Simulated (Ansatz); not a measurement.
**Convergence notes, G0W0 on CdI2 (P-3m1)**

CdI2 (started from an entry of an open crystallographic database), relaxed with r2SCAN+rVV10; one-shot G0W0 in Ansatz without spin-orbit coupling. Spin-unpolarised throughout; all numbers are computed.

```xyz
3
Lattice="4.2484 0.0000 0.0000 -2.1242 3.6792 0.0000 0.0000 0.0000 6.8844" Properties=species:S:1:pos:R:3 pbc="T T T"
Cd    0.0000    0.0000    0.0000
I     0.0000    2.4528    1.7181
I     2.1242    1.2264    5.1663
```

Gaps are read over the mesh points alone. G0W0 here is at a finite number of bands, screening cutoff and k mesh, not at the basis limit.
```
 start       potentials      frequency model   mesh  empty bands  screening cutoff (eV)  Kohn-Sham gap (eV)  G0W0 gap (eV)
   PBE              PAW  contour deformation  6×6×4          244                    100                2.38           3.54
   PBE              PAW  contour deformation  6×6×4          590                    180                2.38           3.58
   PBE              PAW  contour deformation  6×6×4         1144                    260                2.38           3.60
 HSE06              PAW  contour deformation  6×6×4          590                    180                3.34           4.10
r2SCAN              PAW  contour deformation  6×6×4          590                    180                2.83           3.90
  PBE0              PAW  contour deformation  6×6×4          590                    180                4.03           4.30
   PBE              PAW     Godby-Needs pole  6×6×4          590                    180                2.38           3.63
   PBE              PAW  contour deformation  6×6×4          174                     80                2.38           3.51
   PBE  norm-conserving  contour deformation  6×6×4          590                    180                2.38           3.46
```

G0W0 moves the gap on the mesh from 2.38 eV (PBE) to 3.60 eV (A to L). Renormalisation factors Z lie between 0.75 and 0.81.

Raising bands and cutoff together moves the gap by +0.03 eV (80 to 100 eV), then +0.04 eV (100 to 180 eV), then +0.02 eV (180 to 260 eV); the last step is small, which bounds nothing strictly. Starting from HSE06 (3.34 eV against PBE's 2.38 eV) gives 4.10 eV, +0.52 eV from G0W0@PBE at the same screening cutoff. Starting from r2SCAN (2.83 eV against PBE's 2.38 eV) gives 3.90 eV, +0.32 eV from G0W0@PBE at the same screening cutoff. Starting from PBE0 (4.03 eV against PBE's 2.38 eV) gives 4.30 eV, +0.72 eV from G0W0@PBE at the same screening cutoff. The Godby-Needs plasmon pole differs from contour deformation by +0.05 eV. Norm-conserving potentials (wave cutoff 1071 eV against 420 eV) shift the quasiparticle gap by -0.12 eV and the PBE gap by 0.00 eV. r2SCAN runs take a wave cutoff of 500 eV.

With a shallow d shell on the cation, G0W0 converges slowly in bands and cutoff, so these values are in doubt.
